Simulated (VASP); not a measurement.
Rh, 4 atoms in the cell. The structure is cubic, space group Fd-3m (No. 227). Conventional cell: a = 7.695 Å, b = 7.695 Å, c = 7.695 Å, α = 90.00°, β = 90.00°, γ = 90.00°. Rh (site symmetry -3m) has 6 Rh at 2.72 Å as nearest neighbours. This isn't the form of Rh at room conditions, which is fcc.

| Item | Value |
| --- | --- |
| Program | VASP 6.6.1 |
| Task | single point |
| Functional | LDA |
| Potentials or basis | VASP PAW LDA potentials, release 64 (Rh_pv) |
| Cutoff | 520 eV |
| k mesh | 5 × 5 × 5 |
| Occupations | fermi-dirac, width 0.1 eV |
| Spin | no spin polarisation |
| Dipole correction | no |
| Further INCAR settings | ALGO = Normal; EDIFF = 1e-06; NBANDS = 38 |

Potentials or basis: VASP PAW LDA potentials, release 64 (Rh_pv).

The run is started by

```console
$ cat potpaw_LDA.64/Rh_pv/POTCAR > POTCAR
$ mpirun -np 1 vasp_std > vasp.out
```

Hardware: 1 thread of AMD EPYC 9R45 96-Core Processor (Zen 5) (shared host).

Problem. Estimate the wall time of this run.

Solution. Run time: 22 s on 1 thread of AMD EPYC 9R45 96-Core Processor (Zen 5), with other jobs on the host, peak memory 0.17 GiB. Counts: scf iterations 11, k points 10.
